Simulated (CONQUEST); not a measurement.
# CdSe (Cadmoselite): equation of state with LDA

The system is CdSe (Cadmoselite).

```
CELL_PARAMETERS angstrom
4.30000 0.00000 0.00000
0.00000 7.02000 0.00000
0.00000 0.00000 7.44782
ATOMIC_POSITIONS crystal
Cd 0.00000 0.50000 0.33333
Cd 0.50000 0.50000 0.83333
Cd 0.00000 0.00000 0.66667
Cd 0.50000 0.00000 0.16667
Se 0.00000 0.88500 0.33333
Se 0.50000 0.88500 0.83333
Se 0.00000 0.38500 0.66667
Se 0.50000 0.38500 0.16667
```

```yaml
Program: CONQUEST 1.3
Task: equation of state
Functional: LDA
Potentials_or_basis: PseudoDojo NC LDA, DZP, grid of 48 × 72 × 72 points
k_mesh: 6 × 4 × 4
Occupations: fermi-dirac, width 0.05 eV
Spin: no spin polarisation
```

* Equilibrium volume: 27.65 Å³/atom
* Bulk modulus at fixed shape and positions: 57 GPa
* Pressure derivative of the bulk modulus: 5.1 (rough: it moves with the points fitted)

Energy against volume, from the lowest point:
```csv
volume (Å³/atom),energy (meV/atom)
26.416,10.61
26.978,2.91
27.540,0.00
28.102,1.26
28.665,6.11
29.227,14.18
29.789,25.26
```

All runs of the series together: 7.2 min on 1 thread of Intel(R) Xeon(R) 6975P-C (Granite Rapids), on a shared host.

Caveat: the DZP basis gives volumes some 2 % larger than converged bases do, and moduli off by several per cent; the cell was scaled at fixed shape and fractional positions, which overstates the stiffness of a crystal with free parameters, most of all of layers and chains; the basis of atomic orbitals isn't converged, which shifts pressures, moduli and gaps.
